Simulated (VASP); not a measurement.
# In (P6_3/mmc) in VASP: a series of runs

Runs on In. Level: PBE. Tasks: single point.

Everything below comes from runs of VASP 6.6.1. Logs are shortened: lines on timing, memory, paths and dates and some standing lists are left out, and cuts for length are marked.

**1. Starting point**

Symmetry: P6_3/mmc, No. 194, hexagonal system. Conventional cell: a = 3.335 Å, b = 3.335 Å, c = 5.509 Å, α = 90.00°, β = 90.00°, γ = 120.00°. Around In (site symmetry -6m2) lie 12 In at 3.34 to 3.36 Å.

This isn't the form of In at room conditions, which is tetragonal.

**2. Single point, PBE**

The input, INCAR:

```
  PREC = Accurate
  ENCUT = 400
  EDIFF = 1E-6
  ISMEAR = 0
  SIGMA = 0.2
  LREAL = False
  LASPH = True
  NELM = 100
  ALGO = Normal
  ISIF = 2
  LWAVE = False
  LCHARG = False
  GGA = PE
  NBANDS = 20
  ADDGRID = False
```

The input, KPOINTS:

```
regular mesh
0
Gamma
  11 11 6
```

The input, POSCAR:

```
In
1.0
    3.3354847820      0.0000000000      0.0000000000
   -1.6677423910      2.8886145552      0.0000000000
    0.0000000000      0.0000000000      5.5091429200
In
2
Direct
    0.6666666667      0.3333333333      0.7500000000
    0.3333333333      0.6666666667      0.2500000000
```

Potentials or basis: VASP PAW PBE potentials, release 64 (In_d).

The run is started by

```
> cat potpaw_PBE.64/In_d/POTCAR > POTCAR
> mpirun -np 1 vasp_std > vasp.out
```

OUTCAR:

```text
PREC = Accurate
   ENCUT = 400
   EDIFF = 1E-6
   ISMEAR = 0
   LREAL = False
   LASPH = True
   NELM = 100
   ISIF = 2
   GGA = PE

 Found     64 irreducible k-points:

 Following reciprocal coordinates:
            Coordinates               Weight
  0.000000  0.000000  0.000000      1.000000
  0.090909  0.000000  0.000000      6.000000
  0.181818  0.000000  0.000000      6.000000
  0.272727  0.000000  0.000000      6.000000
  0.363636  0.000000  0.000000      6.000000
  0.454545 -0.000000  0.000000      6.000000
   k-points           NKPTS =     64   k-points in BZ     NKDIM =     64   number of bands    NBANDS=     20
   number of dos      NEDOS =    301   number of ions     NIONS =      2
   total plane-waves  NPLWV =  20736
   dimension x,y,z NGX =    24 NGY =   24 NGZ =   36
   dimension x,y,z NGXF=    48 NGYF=   48 NGZF=   72
   ions per type =               2
   NGX,Y,Z   is equivalent  to a cutoff of  11.96, 11.96, 10.86 a.u.
   NGXF,Y,Z  is equivalent  to a cutoff of  23.92, 23.92, 21.73 a.u.
 SYSTEM =  unknown system
   PREC   = accura    normal or accurate (medium, high low for compatibility)
   ISTART =      0    job   : 0-new  1-cont  2-samecut
   ICHARG =      2    charge: 1-file 2-atom 10-const
   ISPIN  =      1    spin polarized calculation?
   LNONCOLLINEAR =      F non collinear calculations
   LSORBIT =      F    spin-orbit coupling
   LASPH  =      T    aspherical Exc in radial PAW
   ENCUT  =  400.0 eV  29.40 Ry    5.42 a.u.   5.44  5.44  8.98*2*pi/ulx,y,z
   NELM   =    100;   NELMIN=  2; NELMDL= -5     # of ELM steps
   EDIFF  = 0.1E-05   stopping-criterion for ELM
[... 12 lines left out ...]
   EMIN   =  10.00;   EMAX   =-10.00  energy-range for DOS
   EFERMI =   0.00;   METHOD = LEGACY
   ISMEAR =     0;   SIGMA  =   0.20  broadening in eV -4-tet -1-fermi 0-gaus
   EFERMI_NEDOS =   21; number of points for ismear=-14 and -15
   IALGO  =     38    algorithm
   IMIX   =      4    mixing-type and parameters
     AMIX     =   0.40;   BMIX     =  1.00
     AMIX_MAG =   1.60;   BMIX_MAG =  1.00
  volume/ion in A,a.u.               =      26.54       179.10
  Fermi-wavevector in a.u.,A,eV,Ry     =   1.290491  2.438675 22.658704  1.665368
  Thomas-Fermi vector in A             =   2.422320
   LORBIT       =      0    0 simple, 1 ext, 2 COOP (PROOUT), +10 PAW based schemes
   GGA     = PE    functional components
   LHFCALC =     F    Hartree Fock is set to
   AEXX    =    0.0000 exact exchange contribution
   IVDW    =     0    specifies the selected vdW correction
   LEPSILON=     F    determine dielectric tensor
   LRPA    =     F    only Hartree local field effects (RPA)
 non-spin polarized calculation
 Gauss-broadening in eV      SIGMA  =   0.20
  energy-cutoff  :      400.00
  volume of cell :       53.08
 maximum number of plane-waves:       996
 NGX is ok and might be reduce to    24
   NGX = 11   NGY = 11   NGZ = 17

 number of electron      25.9999991 magnetization

 Free energy of the ion-electron system (eV)
  ---------------------------------------------------
  ext. energy  EPLUGINS =         0.00000000
  ---------------------------------------------------
  free energy    TOTEN  =        -5.11646365 eV

  energy without entropy =       -5.09802378  energy(sigma->0) =       -5.10724371

 E-fermi :   7.3686     XC(G=0): -10.1863

 val. band max:        7.3523690872   @ k =   0.1818   0.1818   0.1667
 cond. band min:       7.3709276181   @ k =   0.3636   0.0000   0.5000
 fundamental gap:      0.0185585309
 Fermi energy:         7.3685634235

 k-point     1 :       0.0000    0.0000    0.0000
  band No.  band energies     occupation
      1      -7.3218      2.00000
      2      -7.2676      2.00000
      3      -7.2337      2.00000
      4      -7.2337      2.00000
      5      -7.2072      2.00000
      6      -7.2072      2.00000
      7      -7.1405      2.00000
      8      -7.1405      2.00000
      9      -6.9627      2.00000
     10      -6.9627      2.00000
     11      -2.0858      2.00000
     12       2.9263      2.00000
     13       4.0074      2.00000
     14      15.7485      0.00000
     15      15.7485      0.00000
     16      17.5568      0.00000
     17      17.5568      0.00000
     18      17.6545      0.00000
     19      18.2535      0.00000
     20      18.7315      0.00000

 k-point     2 :       0.0909    0.0000    0.0000
  band No.  band energies     occupation
      1      -7.3129      2.00000
      2      -7.2707      2.00000
      3      -7.2220      2.00000
      4      -7.2106      2.00000
      5      -7.2047      2.00000
      6      -7.1853      2.00000
      7      -7.1531      2.00000
      8      -7.1495      2.00000
      9      -6.9809      2.00000
     10      -6.9597      2.00000
     11      -1.9255      2.00000
     12       3.0623      2.00000
     13       4.1940      2.00000
     14      13.9185      0.00000
     15      14.9131      0.00000
     16      16.5870      0.00000
     17      17.6399      0.00000
     18      18.0876      0.00000
     19      18.4738      0.00000
     20      19.3932      0.00000

 k-point     3 :       0.1818    0.0000    0.0000
  band No.  band energies     occupation
      1      -7.3327      2.00000
      2      -7.2476      2.00000
      3      -7.2210      2.00000
      4      -7.1902      2.00000
      5      -7.1721      2.00000
      6      -7.1583      2.00000
      7      -7.1485      2.00000
      8      -7.1259      2.00000
      9      -7.0251      2.00000
     10      -6.9535      2.00000
     11      -1.4403      2.00000
     12       3.4771      2.00000
     13       4.7415      2.00000
     14      11.1699      0.00000
     15      13.6868      0.00000
     16      15.1415      0.00000
     17      16.5479      0.00000
     18      16.6167      0.00000
     19      17.7923      0.00000
     20      18.8813      0.00000

 k-point     4 :       0.2727    0.0000    0.0000
  band No.  band energies     occupation
      1      -7.3776      2.00000
      2      -7.2536      2.00000
      3      -7.2453      2.00000
      4      -7.1993      2.00000
      5      -7.1833      2.00000
      6      -7.0832      2.00000
      7      -7.0731      2.00000
      8      -7.0666      2.00000
      9      -7.0460      2.00000
     10      -6.9477      2.00000
     11      -0.6220      2.00000
     12       4.1823      2.00000
     13       5.6160      2.00000
     14       8.5417      0.00000
     15      12.6441      0.00000
     16      12.8711      0.00000
     17      14.4006      0.00000
     18      15.6337      0.00000
     19      16.8858      0.00000
     20      18.4758      0.00000

 k-point     5 :       0.3636    0.0000    0.0000
  band No.  band energies     occupation
      1      -7.4192      2.00000
      2      -7.3007      2.00000
      3      -7.2762      2.00000
      4      -7.2225      2.00000
      5      -7.1366      2.00000
      6      -7.1094      2.00000
      7      -7.0131      2.00000
      8      -6.9909      2.00000
      9      -6.9699      2.00000
     10      -6.9441      2.00000
     11       0.5298      2.00000
     12       5.0662      2.00000
     13       6.3042      2.00000
     14       6.7589      1.99998
     15      10.5505      0.00000
     16      11.9024      0.00000
     17      12.3227      0.00000
     18      15.1474      0.00000
     19      16.1335      0.00000
     20      17.8943      0.00000

 k-point     6 :       0.4545   -0.0000    0.0000
  band No.  band energies     occupation
      1      -7.4437      2.00000
      2      -7.3349      2.00000
      3      -7.2911      2.00000
      4      -7.2357      2.00000
      5      -7.1285      2.00000
      6      -7.1095      2.00000
      7      -6.9715      2.00000
      8      -6.9458      2.00000
      9      -6.9425      2.00000
     10      -6.9234      2.00000
     11       1.9773      2.00000
     12       3.9013      2.00000
     13       6.7735      1.99997
     14       7.9794      0.00002
     15       8.4949      0.00000
     16      10.6291      0.00000
     17      11.5178      0.00000
     18      14.9239      0.00000
     19      15.7288      0.00000
     20      17.5804      0.00000

 [... further k-points ...]

------------------------ aborting loop because EDIFF is reached ----------------------------------------

  FORCE on cell =-STRESS in cart. coord.  units (eV):
  Direction    XX          YY          ZZ          XY          YZ          ZX
  --------------------------------------------------------------------------------------
  -------------------------------------------------------------------------------------
  Total        0.5852546      0.5852546      0.3089583      0.0000000      0.0000000      0.0000000
  in kB       17.6653743     17.6653743      9.3256243      0.0000000      0.0000000      0.0000000
  external PRESSURE =      14.8854576 kB  Pullay stress =       0.0000000 kB

 VOLUME and BASIS-vectors are now :
 -----------------------------------------------------------------------------
  energy-cutoff  :      400.00
  volume of cell :       53.08
      direct lattice vectors                 reciprocal lattice vectors
     3.335484782  0.000000000  0.000000000     0.299806495  0.173093360  0.000000000
    -1.667742391  2.888614555  0.000000000     0.000000000  0.346186721  0.000000000
     0.000000000  0.000000000  5.509142920     0.000000000  0.000000000  0.181516438

 POSITION                                       TOTAL-FORCE (eV/Angst)
 -----------------------------------------------------------------------------------
      1.66774      0.96287      4.13186         0.000000     -0.000000      0.000000
     -0.00000      1.92574      1.37729         0.000000      0.000000      0.000000
 -----------------------------------------------------------------------------------
    total drift:                                0.000000     -0.000000      0.000000

  FREE ENERGIE OF THE ION-ELECTRON SYSTEM (eV)
  ---------------------------------------------------
  free  energy   TOTEN  =        -5.1164636489 eV

  energy  without entropy=       -5.0980237802  energy(sigma->0) =       -5.10724371
```

Wall time 13 s (1 thread of Intel Xeon 6975P-C (Granite Rapids), shared host); peak memory 0.17 GiB.

These settings aren't checked as converged: the numbers below hold their error.

What came out:

| Item | Value |
| --- | --- |
| Free energy | -5.1165 eV |
| Pressure | 1.5 GPa |
| Band gap on the k mesh | none (metal or under the smearing width) |

**3. Single point, PBE**

Changes to INCAR since step 2:

```diff
@@ -3,3 +3,3 @@
   EDIFF = 1E-6
-  ISMEAR = 0
+  ISMEAR = -1
   SIGMA = 0.2
```

KPOINTS is that of step 2.

POSCAR is that of step 2.

Potentials or basis: VASP PAW PBE potentials, release 64 (In_d).

The run is started by

```
> cat potpaw_PBE.64/In_d/POTCAR > POTCAR
> mpirun -np 1 vasp_std > vasp.out
```

Wall time 13 s (1 thread of Intel Xeon 6975P-C (Granite Rapids), shared host); peak memory 0.17 GiB.

These settings aren't checked as converged: the numbers below hold their error.

Results:

* Free energy: -5.1666 eV
* Pressure: 1.6 GPa
* Band gap on the k mesh: none (metal or under the smearing width)

**4. Single point, PBE**

Changes to INCAR since step 3:

```diff
@@ -1,5 +1,5 @@
   PREC = Accurate
-  ENCUT = 400
+  ENCUT = 900
   EDIFF = 1E-6
-  ISMEAR = -1
+  ISMEAR = 1
   SIGMA = 0.2
```

The input, KPOINTS:

```
regular mesh
0
Gamma
  8 8 4
```

POSCAR is that of step 3.

Potentials or basis: VASP PAW PBE potentials, release 64 (In_d).

The run is started by

```
> cat potpaw_PBE.64/In_d/POTCAR > POTCAR
> mpirun -np 1 vasp_std > vasp.out
```

OUTCAR:

```text
PREC = Accurate
   ENCUT = 900
   EDIFF = 1E-6
   ISMEAR = 1
   LREAL = False
   LASPH = True
   NELM = 100
   ISIF = 2
   GGA = PE

 Found     30 irreducible k-points:

 Following reciprocal coordinates:
            Coordinates               Weight
  0.000000  0.000000  0.000000      1.000000
  0.125000  0.000000  0.000000      6.000000
  0.250000  0.000000  0.000000      6.000000
  0.375000  0.000000  0.000000      6.000000
  0.500000  0.000000  0.000000      3.000000
[... 217 lines left out ...]

  FORCE on cell =-STRESS in cart. coord.  units (eV):
  Direction    XX          YY          ZZ          XY          YZ          ZX
  --------------------------------------------------------------------------------------
  -------------------------------------------------------------------------------------
  Total        0.3621609      0.3621609      0.8337789      0.0000000      0.0000000      0.0000000
  in kB       10.9314960     10.9314960     25.1668527      0.0000000      0.0000000      0.0000000
  external PRESSURE =      15.6766149 kB  Pullay stress =       0.0000000 kB

 VOLUME and BASIS-vectors are now :
 -----------------------------------------------------------------------------
  energy-cutoff  :      900.00
  volume of cell :       53.08
      direct lattice vectors                 reciprocal lattice vectors
     3.335484782  0.000000000  0.000000000     0.299806495  0.173093360  0.000000000
    -1.667742391  2.888614555  0.000000000     0.000000000  0.346186721  0.000000000
     0.000000000  0.000000000  5.509142920     0.000000000  0.000000000  0.181516438

 POSITION                                       TOTAL-FORCE (eV/Angst)
 -----------------------------------------------------------------------------------
      1.66774      0.96287      4.13186        -0.000000      0.000000      0.000000
     -0.00000      1.92574      1.37729         0.000000     -0.000000      0.000000
 -----------------------------------------------------------------------------------
    total drift:                                0.000000     -0.000000      0.000000

  FREE ENERGIE OF THE ION-ELECTRON SYSTEM (eV)
  ---------------------------------------------------
  free  energy   TOTEN  =        -5.0094145782 eV

  energy  without entropy=       -5.0069085555  energy(sigma->0) =       -5.00857924
```

OSZICAR:

```text
N       E                     dE             d eps       ncg     rms          rms(c)
DAV:   1     0.246426056361E+03    0.24643E+03   -0.17639E+04  1200   0.258E+03
DAV:   2     0.157567979306E+02   -0.23067E+03   -0.22602E+03  1200   0.461E+02
DAV:   3    -0.442333514345E+01   -0.20180E+02   -0.20008E+02  1376   0.141E+02
DAV:   4    -0.503292189010E+01   -0.60959E+00   -0.60910E+00  1484   0.259E+01
DAV:   5    -0.506342620240E+01   -0.30504E-01   -0.30502E-01  1728   0.492E+00    0.333E+00
DAV:   6    -0.501880498046E+01    0.44621E-01   -0.85706E-02  1644   0.469E+00    0.147E+00
DAV:   7    -0.501002524355E+01    0.87797E-02   -0.22290E-02  1612   0.219E+00    0.378E-01
DAV:   8    -0.500938764932E+01    0.63759E-03   -0.14041E-03  1348   0.425E-01    0.516E-02
DAV:   9    -0.500940791148E+01   -0.20262E-04   -0.10403E-04  1868   0.121E-01    0.194E-02
DAV:  10    -0.500941414602E+01   -0.62345E-05   -0.10023E-05  1624   0.413E-02    0.329E-03
DAV:  11    -0.500941457818E+01   -0.43217E-06   -0.69690E-07   748   0.126E-02
   1 F= -.50094146E+01 E0= -.50085792E+01  d E =-.250602E-02
```

Wall time 31 s (1 thread of Intel Xeon 6975P-C (Granite Rapids), shared host); peak memory 0.27 GiB.

The run converged, but some of its settings lie outside the range that counts as converged, so its numbers aren't taken as properties of the crystal.

Results:

```yaml
Free_energy: -5.0094 eV
Pressure: 1.6 GPa
Band_gap_on_the_k_mesh: none (metal or under the smearing width)
```

**5. For comparison**

An earlier run on the cell as given: functional PBEsol; potentials or basis VASP PAW PBE potentials, release 64 (In_d); cutoff 520 eV; k mesh 9 × 9 × 5; occupations fermi-dirac, width 0.05 eV; no spin polarisation.

- Pressure: -1.4 GPa
- Band gap on the k mesh: none (metal or under the smearing width)
